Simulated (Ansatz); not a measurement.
# Thickness series of a Ag/SiC/Ti junction, part 2 of 3

How fast does the current through Ag/SiC/Ti fall with each added layer? The lower electrode is Ag fcc(111), the upper one Ti hcp(0001); the barrier is SiC wurtzite(0001) (whole bilayers). In the first transport cell, after relaxation, the nearest pair of electrode and barrier is Ag–C at 2.20 Å, along the normal, at the lower face and Ti–Si at 2.69 Å, at a slant, at the upper one. All share a net of side 2.934 Å, which strains the lower electrode by +0.0 %, the upper one by +0.1 % and the barrier by -5.1 %, against typed lattice constants near PBE's. The first steps treat the bulk electrodes alone.

Ansatz 0.2.0; PBE DFT, plane waves, PAW files (the session's first sound run).

So far. Step 4 (Relaxation): The largest force component on a free atom ends at 0.035 eV/Å. At one or more of this run's solves the program warned of density in the dipole ramp over its bound, where dipole, forces and levels can be off.

### Step 5. The open system: T(E)

This step: PBE DFT, plane waves, PAW files; ballistic transmission by layer matching between semi-infinite leads (Ansatz 0.2.0).

System of this step: Ag/SiC/Ti. The cell holds 27 atoms: 8 Ag, 4 C, 4 Si and 11 Ti. Its edges and angles: a = 2.934 Å, b = 2.934 Å, c = 66.629 Å, α = 90.0°, β = 90.0°, γ = 120.0°. Regions: left electrode, 8 atoms (8 Ag); barrier, 8 atoms (4 C and 4 Si); right electrode, 11 atoms (11 Ti). Vacuum lies along c.

The relaxed core is set between ideal electrode layers (this cell holds 8 atomic planes between the electrodes; where that differs from the relaxed slab, whole periods were copied in or cut out without a new relaxation), which the solver continues as semi-infinite leads. A wide energy window on a coarse mesh (18×18) shows where the Fermi level lies against the barrier's bands; the projected density of states shows how far the metals' states reach in.

input.yaml

```yaml
crystal:
  lattice:
    - [2.934, 0.0, 0.0]
    - [-1.467, 2.5409185347, 0.0]
    - [0.0, 0.0, 66.6288161956]
  atoms:
    - { symbol: Ag, position: [0.66666667, 0.33333333, 0.1050596484] }
    - { symbol: Ag, position: [0.0, 0.0, 0.1409698138] }
    - { symbol: Ag, position: [0.33333333, 0.66666667, 0.1768799793] }
    - { symbol: Ag, position: [0.66666667, 0.33333333, 0.2127901448] }
    - { symbol: Ag, position: [0.0, 0.0, 0.2487003103] }
    - { symbol: Ag, position: [0.33333333, 0.66666667, 0.2846104758] }
    - { symbol: Ag, position: [0.66666667, 0.33333333, 0.3205206412] }
    - { symbol: Ag, position: [0.0, 0.0, 0.3561713722] }
[... 15 atom lines left out ...]
    - { symbol: Ti, position: [0.66666667, 0.33333333, 0.78999203] }
    - { symbol: Ti, position: [0.33333333, 0.66666667, 0.8249748039] }
    - { symbol: Ti, position: [0.66666667, 0.33333333, 0.8599575778] }
    - { symbol: Ti, position: [0.33333333, 0.66666667, 0.8949403516] }
kpoints:
  mp_grid: { grid: [12, 12, 1] }
scf:
  occupations: { method: fermi_dirac, width: 0.1 }
  max_iter: 150
hamiltonian:
  xc: pbe
output:
  transmission:
    kmesh: [18, 18]
    e_range: [-2, 3]
    de: 0.1
    leads: [[3, 4], [21, 23]]
  dos: { projected: true, e_range: [-6, 5], de: 0.05 }
  write_potential: true
  write_density: true
  volumetric_format: npy
  elf: true
```

The run is started by

```bash
$ ansatz run input.yaml --threads 4 --pin off --max-ram 12288MiB --backend cpu --events-out ev --progress --plain --runs-dir out
```

Elapsed: 2.8 min, on 4 threads of Arm Neoverse V1, shared host; peak memory 3.3 GiB.

Numbers from this step:

```
free energy                                         : -91766.0087 eV
Fermi energy                                        : 10.74 eV
level to which the leads are filled                 : 0 eV from the Fermi level
transmission at the Fermi level (a spin, zone mean) : 0.02283
channels of the lower lead                          : 0.8056
channels of the upper lead                          : 0.5926
potential step in the lower lead                    : 37.8 meV
potential step in the upper lead                    : 6 meV
```

One spin. Table of transmission, zone mean by energy, zero at the Fermi level:

```csv
energy (eV),"transmission, zone mean"
-2.00,0.176
-1.80,0.0934
-1.70,0.0561
-1.50,0.00629
-1.30,0.00366
-1.10,0.00853
-1.00,0.0488
-0.80,0.0336
-0.70,0.0514
-0.60,0.0311
-0.50,0.0374
-0.40,0.0352
-0.30,0.0334
-0.10,0.0312
0.00,0.0228
0.10,0.0190
0.20,0.0110
0.40,0.00526
0.60,0.00594
0.80,0.00536
0.90,0.00502
1.10,0.00253
1.30,0.00117
1.40,0.00110
1.60,0.00214
1.80,0.00562
2.00,0.0120
2.10,0.0135
2.30,0.0241
2.50,0.0143
2.70,0.00667
2.80,0.00321
3.00,0.0355
```

One spin. Open channels, zone mean against energy, zero at the Fermi level:

```csv
energy (eV),lower lead,upper lead
-2.00,0.522,0.741
-1.90,0.522,0.741
-1.70,0.522,0.694
-1.60,0.522,0.590
-1.50,0.614,0.571
-1.30,0.651,0.694
-1.20,0.651,0.830
-1.10,0.651,0.892
-0.90,0.670,1.36
-0.80,0.670,1.47
-0.60,0.670,1.36
-0.50,0.744,1.04
-0.40,0.781,0.593
-0.20,0.824,0.494
-0.10,0.824,0.586
0.00,0.806,0.593
0.20,0.806,0.852
0.30,0.806,1.19
0.40,0.824,1.27
0.60,0.861,1.31
0.70,0.880,1.35
0.80,0.880,1.26
1.00,0.880,1.14
1.10,0.880,1.30
1.20,0.843,1.22
1.40,0.843,1.06
1.50,0.824,1.02
1.60,0.824,1.11
1.80,0.889,1.10
1.90,0.852,1.10
2.10,0.815,1.13
2.20,0.778,1.10
2.30,0.759,1.06
2.50,0.741,1.15
2.60,0.741,1.11
2.70,0.741,1.30
2.90,0.685,1.47
3.00,0.648,1.87
```

Transmission over k1 and k2. At 0.0000 eV from the Fermi level.

Ten even steps from '_' (0.000) to '@' (0.463):
```
____________________________________
____________________________________
____________________________________
____________________________________
____________________________________
______________::::__________________
____________::@@@@@@::______________
____________::@@____@@::____________
______________@@______@@____________
______________::@@____@@::__________
________________::@@@@@@::__________
____________________::::____________
____________________________________
____________________________________
____________________________________
____________________________________
____________________________________
____________________________________
```
Columns: k1 (b1) from -0.5 to 0.444; rows upwards: k2 (b2) from -0.5 to 0.444.

Open channels of the lower lead over k1 and k2. At 0.0000 eV from the Fermi level.

Ten even steps from '0' (0.00) to '9' (1.00):
```
999999999990000000
999999999999000000
999999999999900000
999999999999990000
999999999999999000
999999999999999900
999999999999999990
999999990099999999
999999990009999999
999999999009999999
909999999999999999
900999999999999999
900099999999999999
900009999999999999
900000999999999999
900000099999999999
900000009999999999
999999999999999999
```
Columns: k1 (b1) from -0.5 to 0.444; rows upwards: k2 (b2) from -0.5 to 0.444.

Open channels of the upper lead over k1 and k2. At 0.0000 eV from the Fermi level.

Ten even steps from '_' (0.00) to '@' (2.00):
```
________________________@@@@@@@@@@__
________________________@@@@@@@@@@@@
__________________________@@@@@@@@@@
@@________________________@@@@@@@@@@
@@____________@@____________@@@@@@@@
____________++++++++____________@@@@
__________@@++@@@@@@++@@____________
____________++@@@@@@@@++____________
____________++@@@@@@@@@@++__________
______________++@@@@@@@@++__________
______________@@++@@@@@@++@@________
__@@@@____________++++++++__________
@@@@@@@@@@____________@@____________
@@@@@@@@@@@@________________________
__@@@@@@@@@@________________________
__@@@@@@@@@@@@______________________
____@@@@@@@@@@______________________
________@@@@______________@@@@______
```
Columns: k1 (b1) from -0.5 to 0.444; rows upwards: k2 (b2) from -0.5 to 0.444.

Projected DOS an atom over height of the atomic layer and energy from the Fermi level. Layers: Ag Ag Ag Ag Ag Ag Ag Ag C Si C Si C Si C Si Ti Ti Ti Ti Ti Ti Ti Ti Ti Ti Ti; projections on atoms miss part of the total, and the computed bands can run out at the top of the range; a column is the mean of 2 neighbouring layers, the last of those left over.

Values in states/eV, 22 rows by 14 columns, each cell a mean:
```
0.18 0.16 0.11 0.16 0.05 0.02 0.03 0.09 1.37 1.10 1.04 1.03 1.16 1.79
0.23 0.17 0.22 0.16 0.04 0.01 0.02 0.05 1.35 1.37 1.33 1.32 1.41 1.59
0.12 0.15 0.12 0.09 0.03 0.01 0.01 0.06 1.95 2.33 2.42 2.40 2.24 1.76
0.19 0.16 0.17 0.13 0.06 0.02 0.02 0.09 2.06 2.03 2.03 2.01 2.09 2.21
0.27 0.20 0.19 0.17 0.14 0.04 0.02 0.08 1.46 2.04 1.99 2.04 1.67 2.63
0.22 0.16 0.17 0.24 0.42 0.09 0.03 0.07 0.87 0.89 0.90 0.91 1.04 2.53
0.33 0.35 0.36 0.43 0.73 0.22 0.09 0.15 1.43 1.23 1.20 1.17 1.14 1.64
0.13 0.12 0.12 0.17 0.41 0.25 0.14 0.17 1.60 1.65 1.61 1.63 1.71 1.72
0.21 0.17 0.16 0.29 0.51 0.35 0.21 0.16 1.06 1.22 1.30 1.26 1.23 1.39
0.23 0.19 0.19 0.28 0.51 0.43 0.34 0.29 0.93 1.16 1.12 1.18 1.06 0.85
0.30 0.34 0.36 0.29 0.32 0.36 0.42 0.47 1.24 1.32 1.35 1.32 1.40 1.12
0.16 0.16 0.15 0.32 0.40 0.50 0.49 0.67 1.14 1.02 1.00 1.02 1.08 0.72
0.27 0.30 0.35 0.94 0.45 0.61 0.49 0.58 0.71 0.79 0.80 0.80 0.75 0.50
3.25 3.60 3.51 3.02 0.30 0.45 0.40 0.43 0.44 0.53 0.52 0.53 0.49 0.36
3.74 2.82 2.95 3.35 0.38 0.58 0.64 0.57 0.26 0.22 0.24 0.24 0.22 0.23
3.59 3.46 3.43 3.54 0.39 0.40 0.50 0.41 0.24 0.26 0.24 0.23 0.26 0.21
3.26 2.81 2.79 3.08 0.31 0.34 0.37 0.36 0.20 0.20 0.23 0.23 0.19 0.17
4.00 3.99 3.99 3.50 0.31 0.34 0.38 0.40 0.14 0.13 0.14 0.13 0.15 0.12
2.73 2.91 2.91 2.77 0.40 0.29 0.31 0.34 0.12 0.17 0.16 0.17 0.15 0.08
2.46 2.30 2.28 2.79 0.37 0.27 0.37 0.38 0.11 0.09 0.07 0.07 0.11 0.05
3.30 3.25 3.32 2.81 0.23 0.23 0.32 0.34 0.08 0.09 0.10 0.09 0.09 0.02
1.54 2.51 2.42 1.32 0.25 0.36 0.34 0.39 0.05 0.05 0.05 0.05 0.04 0.01
```
Columns: height of the atomic layer (Å) from 8.2 to 59.6 (not evenly spaced); rows upwards: energy from the Fermi level (eV) from -6 to 1.95.

Valence density in the ca plane at fractional y = 0.667, with atoms of Ag and Si and C and Ti within 0.2 Å of it. It is the smooth field of the valence electrons, not physical close to the nuclei.

Ten steps, logarithmic in the rise over the least value, from '0' (0.11 × 1e0 e/Å³) to '9' (9.43 × 1e0 e/Å³), each cell a mean:
```
00123221123332001222221111111134321111111123
00122221123332001222221111111134321111111123
11234321123332112343221234311122211123321112
23455431012322234554311478631111111257752111
34566531012201345665312699952111111479974111
34566531012101345665312699962111111489984111
33455431012322334554311478741111111268862111
11234321123332122343221234311122211124421112
```
Columns run along c (16.0 Å, from fractional 0.41 to 0.65 of the cell), rows up along a (2.9 Å). Atoms in or near the plane, at fractional coordinates: C at (0.43, 0.33), Si at (0.48, 0.33), C at (0.50, 0.33), Ti at (0.55, 0.33), Ti at (0.62, 0.33).

Electrostatic potential energy in the ca plane at fractional y = 0.667, with atoms of Ag and Si and C and Ti within 0.2 Å of it. With pseudopotentials it is smooth inside the atoms' cores, unlike the true potential.

Ten even steps from '0' (-48 eV) to '9' (14 eV), each cell a mean:
```
99999998768999767899999999999877899999999998
99999998768999767899999999999877899999999998
97779999888999888999998789998888999987889988
75457999999999999999974347975689999743478755
53235899999999999999850016830179998610057400
53235899999999999999850015830169998510057400
64346999999999999999973247874589999742378744
87678999889999888999988789998888999887789988
```
Columns run along c (16.0 Å, from fractional 0.27 to 0.51 of the cell; values clipped at the 3rd and 97th percentile), rows up along a (2.9 Å). Atoms in or near the plane, at fractional coordinates: Ag at (0.28, 0.33), Si at (0.40, 0.33), C at (0.43, 0.33), Si at (0.48, 0.33), C at (0.50, 0.33).

ELF in the ca plane at fractional y = 0.667, with atoms of Ag and Si and C and Ti within 0.2 Å of it. It is the smooth field of the valence electrons, not physical close to the nuclei.

Ten even steps from '0' (0.07) to '9' (0.89), each cell a mean:
```
10135533467874101454456421233112102421124201
10135433467874101343356421233112102431134201
23578852257885235787543112112101012111111210
57878861025642578788520256512432232136531233
79823651012121797236510451532677663262362366
79722651012122797126510440542687763262262367
58878861025532588788520256522443342146641343
34689852247885346898542112112210012102201210
```
Columns run along c (16.0 Å, from fractional 0.41 to 0.65 of the cell), rows up along a (2.9 Å). Atoms in or near the plane, at fractional coordinates: C at (0.43, 0.33), Si at (0.48, 0.33), C at (0.50, 0.33), Ti at (0.55, 0.33), Ti at (0.62, 0.33).

At the Fermi level the transmission is 0.023, as a zone mean for one spin on this coarse mesh. At the Fermi level the layers of this cell's barrier hold from 0.017 to 0.78 states an eV and atom. In the worse lead the potential repeats within 38 meV, which the program flags as too much for a lead, so G carries that doubt.

### Step 6. Conductance, atomic planes in the barrier 4, gap between the electrodes 7.52 Å

System of this step: Ag/SiC/Ti. The cell holds 23 atoms: 8 Ag, 2 C, 2 Si and 11 Ti. Cell: a = 2.934 Å, b = 2.934 Å, c = 61.502 Å, α = 90.0°, β = 90.0°, γ = 120.0°. Regions: left electrode, 8 atoms (8 Ag); barrier, 4 atoms (2 C and 2 Si); right electrode, 11 atoms (11 Ti). Vacuum lies along c.

The conductance needs T(E) within ten thermal energies of the Fermi level, on steps under 1.5 kT, and a finer mesh (36×36), since the current can rest on few wavevectors.

input.yaml

```yaml
crystal:
  lattice:
    - [2.934, 0.0, 0.0]
    - [-1.467, 2.5409185347, 0.0]
    - [0.0, 0.0, 61.5023697193]
  atoms:
    - { symbol: Ag, position: [0.66666667, 0.33333333, 0.1138167526] }
    - { symbol: Ag, position: [0.0, 0.0, 0.1527201612] }
    - { symbol: Ag, position: [0.33333333, 0.66666667, 0.1916235697] }
    - { symbol: Ag, position: [0.66666667, 0.33333333, 0.2305269782] }
    - { symbol: Ag, position: [0.0, 0.0, 0.2694303868] }
    - { symbol: Ag, position: [0.33333333, 0.66666667, 0.3083337953] }
    - { symbol: Ag, position: [0.66666667, 0.33333333, 0.3472372038] }
    - { symbol: Ag, position: [0.0, 0.0, 0.3858595531] }
    - { symbol: C, position: [0.0, 0.0, 0.4216924791] }
    - { symbol: Si, position: [0.33333333, 0.66666667, 0.431571444] }
    - { symbol: C, position: [0.33333333, 0.66666667, 0.4629504451] }
    - { symbol: Si, position: [0.0, 0.0, 0.4740516959] }
    - { symbol: Ti, position: [0.33333333, 0.66666667, 0.5081182512] }
    - { symbol: Ti, position: [0.66666667, 0.33333333, 0.5450948081] }
    - { symbol: Ti, position: [0.33333333, 0.66666667, 0.5829935236] }
    - { symbol: Ti, position: [0.66666667, 0.33333333, 0.6208922391] }
    - { symbol: Ti, position: [0.33333333, 0.66666667, 0.6587909545] }
    - { symbol: Ti, position: [0.66666667, 0.33333333, 0.69668967] }
    - { symbol: Ti, position: [0.33333333, 0.66666667, 0.7345883855] }
    - { symbol: Ti, position: [0.66666667, 0.33333333, 0.772487101] }
    - { symbol: Ti, position: [0.33333333, 0.66666667, 0.8103858164] }
    - { symbol: Ti, position: [0.66666667, 0.33333333, 0.8482845319] }
    - { symbol: Ti, position: [0.33333333, 0.66666667, 0.8861832474] }
kpoints:
  mp_grid: { grid: [12, 12, 1] }
scf:
  occupations: { method: fermi_dirac, width: 0.1 }
  max_iter: 150
hamiltonian:
  xc: pbe
output:
  transmission:
    kmesh: [36, 36]
    e_range: [-0.26, 0.27]
    de: 0.0375
    leads: [[3, 4], [17, 19]]
```

It took 3.1 min on 4 threads; peak memory 2.5 GiB.

Numbers from this step:

| Quantity | Value |
| --- | --- |
| free energy | -89992.2629 eV |
| Fermi energy | 10.73 eV |
| transmission at the Fermi level (a spin, zone mean) | 0.07992 |
| channels of the lower lead | 0.8079 |
| channels of the upper lead | 0.6389 |
| potential step in the lower lead | 35.9 meV |
| ballistic conductance of the lower lead | 8.39e14 S/m² |
| potential step in the upper lead | 6.1 meV |
| ballistic conductance of the upper lead | 6.78e14 S/m² |
| junction conductance | 8.38e13 S/m² |
| error estimates by source, in the log's order | 1, 0.6, 5.4, 18.8, 4.3 % |
| resistance-area product beyond the leads | 0.01059 Ω um² |

One spin. Table of transmission, zone mean by energy, zero at the Fermi level:

```csv
energy (eV),"transmission, zone mean"
-0.260,0.111
-0.223,0.106
-0.185,0.0983
-0.147,0.0983
-0.110,0.0879
-0.072,0.0866
-0.035,0.0869
0.003,0.0799
0.040,0.0760
0.077,0.0747
0.115,0.0741
0.152,0.0702
0.190,0.0794
0.228,0.0846
0.265,0.0826
```

One spin. Open channels, zone mean against energy, zero at the Fermi level:

```csv
energy (eV),lower lead,upper lead
-0.260,0.789,0.486
-0.223,0.789,0.514
-0.185,0.785,0.573
-0.147,0.785,0.605
-0.110,0.785,0.573
-0.072,0.785,0.596
-0.035,0.803,0.628
0.003,0.808,0.639
0.040,0.826,0.681
0.077,0.836,0.699
0.115,0.845,0.755
0.152,0.836,0.843
0.190,0.836,0.940
0.228,0.836,0.991
0.265,0.831,1.06
```

Transmission over k1 and k2. At 0.0025 eV from the Fermi level.

Ten even steps from '0' (0.000) to '9' (0.981), each cell a mean:
```
000000000000000000000000000000000000
000000000000000000000000000000000000
000000000000000000000000000000000000
000000000000000000000000000000000000
000000000000000000000000000000000000
010000000000002000000000000000000000
000000000004567665410000000000000000
000000000005798777874000000000000000
000000000026975444468850000000000000
000000000006964300034685100000000000
000000000004795300001369520000000000
000000000000378541000447850000000000
000000000000017865233346960000000000
000000000000001278865578961000000000
000000000000000003578887650000000000
000000000000000000111141110000000000
000000000000000000000000000000000000
000000000000000000000000000000000000
000000000000000000000000000000000000
000000000000000000000000000000000000
000000000000000000000000000000000000
000000000000000000000000000000000000
```
Columns: k1 (b1) from -0.5 to 0.472; rows upwards: k2 (b2) from -0.5 to 0.472.

G = 8.4e13 S/m² (1/G = 0.0119 Ω µm²). The largest error estimate is 19 %, from the leads' potential steps. In the worse lead the potential repeats within 36 meV, which the program flags as too much for a lead, so G carries that doubt. By hand, Landauer's formula with T at one energy: G = (e²/h) ΣT / A = 3.874e-5 S × 0.160 / 7.455 Å² = 8.3e13 S/m², with T summed over both spins. The printed value averages T over the Fermi window and is 1.0 times this.

(Continued in part 3 of 3.)

[Logs are printed without paths, hosts, clocks, repeated set-up lines and the standing remarks that a program may print on its own settings, such as how far it seeks lower states.]

[Hosts, paths, dates, database ids (printed as entryN), source tags and the programs' standing remarks are cut or masked in the printed files.]
